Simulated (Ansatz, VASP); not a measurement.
# One calculation of Al2O3, two programs

```
Al O
1.0
     6.94226    0.00000    0.00000
     0.00000    4.75040    0.00000
     0.00000    0.00000    4.88674
Al O
8 12
Direct
  0.38958 0.25234 0.03241
  0.61042 0.25234 0.46759
  0.11042 0.24766 0.53241
  0.88958 0.24766 0.96759
  0.61042 0.74766 0.96759
  0.38958 0.74766 0.53241
  0.88958 0.75234 0.46759
  0.11042 0.75234 0.03241
  0.65429 0.10722 0.10256
  0.34571 0.10722 0.39744
  0.84571 0.39278 0.60256
  0.15429 0.39278 0.89744
  0.34571 0.89278 0.89744
  0.65429 0.89278 0.60256
  0.15429 0.60722 0.39744
  0.84571 0.60722 0.10256
  0.00000 0.05111 0.25000
  0.50000 0.44889 0.75000
  0.00000 0.94889 0.75000
  0.50000 0.55111 0.25000
```

Alike in both runs: functional PBE; k mesh 4 × 6 × 6; occupations gaussian, width 0.02 eV; no spin polarisation.

Ansatz relaxed the structure, and its values are those at the end. VASP's run is a single point on that final structure, the one shown.

|  | VASP | Ansatz |
| --- | --- | --- |
| version | VASP 6.6.1 | Ansatz 0.2.0 |
| potentials or method | VASP PAW PBE potentials, release 64 (Al, O) | scalar-relativistic, plane waves, PAW |
| plane-wave cutoff (eV) | 520 | 420 |
| valence electrons in the cell | 96 | 96 |

|  | VASP | Ansatz | Ansatz less VASP |
| --- | --- | --- | --- |
| gap on the k mesh at the Fermi level (eV) | 6.03 | 6.03 | +0.004 |
| least direct gap on the mesh (eV) | 6.03 | 6.03 | +0.004 |
| pressure (GPa) | 16.0 | 16.1 | +0.08 |
| rms of the force components (eV/Å) | 0.004 | 0.001 | -0.0026 |

Caveats: so large a pressure means that the cell lies far from this level's equilibrium, or that cutoff or potentials fall short (VASP). A k mesh can miss the band edges.
